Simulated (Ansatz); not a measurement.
Theory: DFT, revPBE, plane waves (420 eV) with PAW, scalar-relativistic (Ansatz). The PAW files were generated under PBE, with cores re-solved for the functional.

An element in the hcp structure gives this curve. The cell is scaled uniformly from the relaxed one, with fractional coordinates and shape fixed. Energies are extrapolated to zero smearing, pressures are those at the given smearing. Magnetic state: spin not included.

| V (Å³/atom) | E − E₀ (meV/atom) | P (GPa) |
| --- | --- | --- |
| 16.661 | 156.6 | 25.08 |
| 17.419 | 63.7 | 15.02 |
| 18.176 | 14.0 | 6.74 |
| 18.933 | 0.0 | -0.10 |
| 19.691 | 15.5 | -5.75 |
| 20.448 | 55.2 | -10.41 |
| 21.205 | 115.0 | -14.26 |

Which element is it?
A. lithium
B. tungsten
C. titanium
D. niobium

D. Its fit is V₀ = 18.89 Å³/atom, B₀ = 156 GPa, B₀′ = 3.8.
